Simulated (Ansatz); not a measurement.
## A series in volume per atom on As

Periodic Kohn-Sham DFT of a crystal at fixed atoms; pressure and stress are positive in compression; the energy is the free energy less that of spherical unpolarised free atoms; site moments are those in the method's own spheres, positive along +z. The results are calculated, by Ansatz 0.2.0.

Cell of the first row (space group Im-3m, No. 229):
```
CELL_PARAMETERS angstrom
-1.66120 1.66120 1.66120
1.66120 -1.66120 1.66120
1.66120 1.66120 -1.66120
ATOMIC_POSITIONS crystal
As 0.00000 0.00000 0.00000
```

Settings of every row: method frozen-core PAW; functional PBE; relativity scalar; k mesh 16x16x16; filling fermi-dirac; smearing width 0.05 eV; wave cutoff 420 eV; paw set soft_2.

Atom start moment: 0 on all atoms.

Limits: the cell comes from a prototype or a list of computed structures and needn't be the stable phase.

| row | volume per atom (Å³) | pressure (GPa) |
| --- | --- | --- |
| 1 | 18.338 | 3.432 |
| 2 | 18.72 | ? |
| 3 | 19.102 | -0.001 |
| 4 | 19.484 | -1.517 |
| 5 | 19.866 | -2.922 |

Question: what pressure should row 2 give?

Worked fit of pressure. Take u = (V_r/V)^(2/3) − 1 with V_r = 19.293 Å³ an atom, which is twice the finite (Eulerian) strain; such expansions in the strain, on which the Birch-Murnaghan equation of state is built, carry the rest volume and the bulk modulus. The shown rows have u = 0.03442, 0.00665, -0.00655, -0.01932. Least squares give pressure = −0.774 + 115.11 × u + 205.68 × u² GPa; a straight line predicts inner rows, each left out in turn, worse (root mean square 0.091 against 0.0044 GPa). The rows lie off it by 0.000, -0.002, 0.002, -0.001. The pressure vanishes at u = 0.0066, or V = 19.1 Å³ an atom, and there the bulk modulus at fixed shape and fractions is B = −V dP/dV = (2/3)(1 + u) dP/du = 79.1 GPa. The withheld row has u = 0.0203, so the fit gives −0.774 + 115.11 × (0.0203) + 205.68 × (0.0203)² = 1.647 GPa.

The calculation gave 1.636 GPa. The fit lies 0.011 GPa (0.17 % of the column's range) above it; its largest miss of a shown row is 0.002 GPa.
